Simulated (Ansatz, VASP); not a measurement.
La in VASP and in Ansatz

```xyz
3
Lattice="5.9458 0.0000 0.0000 -2.9729 5.1492 0.0000 0.0000 0.0000 3.6256" Properties=species:S:1:pos:R:3 pbc="T T T"
La    0.0000    0.0000    0.0000
La    0.0000    3.4328    1.8128
La    2.9729    1.7164    1.8128
```

Alike in both runs: functional PBE; k mesh 6 × 6 × 9; occupations fermi-dirac, width 0.08 eV; no spin polarisation.

Ansatz relaxed the structure, and its values are those at the end. VASP's run is a single point on that final structure, the one shown.

```csv
,VASP,Ansatz
version,VASP 6.6.1,Ansatz 0.2.0
potentials or method,"VASP PAW PBE potentials, release 64 (La), cutoff 520 eV","all-electron LAPW, scalar-relativistic"
```

```csv
,VASP,Ansatz,Ansatz less VASP
pressure (GPa),0.2,0.2,-0.02
```

Ansatz ran all-electron here, so the differences hold the error of VASP's frozen core and of both bases.

Spin-orbit coupling is left out, which matters for the levels of La.
